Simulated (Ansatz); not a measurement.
# MnO (Manganosite): the cost of one run

Computed with Ansatz 0.2.0 (DFT r²SCAN, scalar-relativistic, plane waves, PAW, unless a step's input says otherwise).

**1. The system as given**

It takes space group Fm-3m (No. 225, cubic). Conventional cell: a = 4.450 Å, b = 4.450 Å, c = 4.450 Å, α = 90.00°, β = 90.00°, γ = 90.00°. Mn (site symmetry m-3m) is surrounded by 6 O at 2.23 Å. O (site symmetry m-3m) has 6 Mn at 2.23 Å as nearest neighbours.

Structure file:

```cif
data_structure
_symmetry_space_group_name_H-M 'Fm-3m'
_symmetry_Int_Tables_number 225
_cell_length_a 4.4505
_cell_length_b 4.4505
_cell_length_c 4.4505
_cell_angle_alpha 90.000
_cell_angle_beta 90.000
_cell_angle_gamma 90.000
_cell_volume 88.15
loop_
_atom_site_label
_atom_site_type_symbol
_atom_site_symmetry_multiplicity
_atom_site_Wyckoff_symbol
_atom_site_fract_x
_atom_site_fract_y
_atom_site_fract_z
_atom_site_occupancy
Mn1 Mn 4 a 0.00000 0.00000 0.00000 1
O1 O 4 b 0.50000 0.00000 0.00000 1
```

This cell comes from an earlier session at r²SCAN: 11.019 Å³/atom at 0.00 GPa, on a 14×14×14 mesh.

**2. Ferromagnetic, larger cell**

Input file input.yaml:

```yaml
crystal:
  lattice:
    - [-2.2252395987, -2.2252395987, 4.4504791974]
    - [-4.4504791974, -2.2252395987, 2.2252395987]
    - [-2.2252395987, -4.4504791974, 2.2252395987]
  atoms:
    - { symbol: Mn, position: [0.0, 0.0, 0.0], spin: 5.0 }
    - { symbol: O, position: [1.25, -0.75, -0.75] }
    - { symbol: Mn, position: [0.5, 0.5, 0.5], spin: 5.0 }
    - { symbol: O, position: [1.75, -0.25, -0.25] }
basis:
  ecutwfc: 500
  ecutrho_ratio: 4
kpoints:
  mp_grid: { grid: [10, 10, 10] }
hamiltonian:
  xc: r2scan
scf:
  occupations: { method: gaussian, width: 0.05 }
  lower_state_search: "off"
output:
  forces: true
  stress: true
  eigenvalues: true
  populations: true
magnetization:
  spin_polarized: true
```

Command:

```
$ ansatz run input.yaml --threads 2 --pin off --max-ram 5120MiB --backend cpu --events-out ev --progress --plain --runs-dir out
```

**Question.** How long does this run take on 2 threads of Intel Xeon at 2.50GHz (Skylake/Cascade Lake), shared host, and how much memory does it need?

About 89 s, with a peak of 0.66 GiB.
